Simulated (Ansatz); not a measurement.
## ZnTe (F-43m): band-edge transport data

```
ZnTe
1.0
    0.00000     3.03312     3.03312
    3.03312     0.00000     3.03312
    3.03312     3.03312     0.00000
Zn Te
1 1
Cartesian
  0.00000   0.00000   0.00000
  1.51656   1.51656   1.51656
```

Computed with PBE with spin-orbit coupling, rigid bands (plane waves, PAW; Ansatz, a first-principles code). How the cell was made: cell and atoms relaxed with PBEsol.

| Property | Value |
|---|---|
| band gap | 1.06 eV |
| electron conductivity mass (300 K, dilute) | 0.094 mₑ |
| hole conductivity mass (300 K, dilute) | 0.46 mₑ |
| effective density of states N_c (300 K) | 6.9e17 cm⁻³ |
| effective density of states N_v (300 K) | 1.5e19 cm⁻³ |
| density-of-states mass, electrons | 0.091 mₑ |
| density-of-states mass, holes | 0.71 mₑ |
| Seebeck coefficient, n-type 1e19 cm⁻³, 300 K | -61 μV/K |
| best n-type power factor at 300 K for τ = 10 fs (best axis; densities from 1e16 to 1e21 cm⁻³ tried, whether or not they can be reached) | 10.7 μW/(cm·K²) at 3e20 cm⁻³ |
| Seebeck coefficient, p-type 1e19 cm⁻³, 300 K | 255 μV/K |
| best p-type power factor at 300 K for τ = 10 fs (best axis; densities from 1e16 to 1e21 cm⁻³ tried, whether or not they can be reached) | 5.2 μW/(cm·K²) at 1e20 cm⁻³ |

Rigid bands; masses and Seebeck coefficients take one relaxation time τ for all states and one kind of carrier; polarons and phonon drag are left out. Geometry: cell and atoms relaxed with PBEsol.
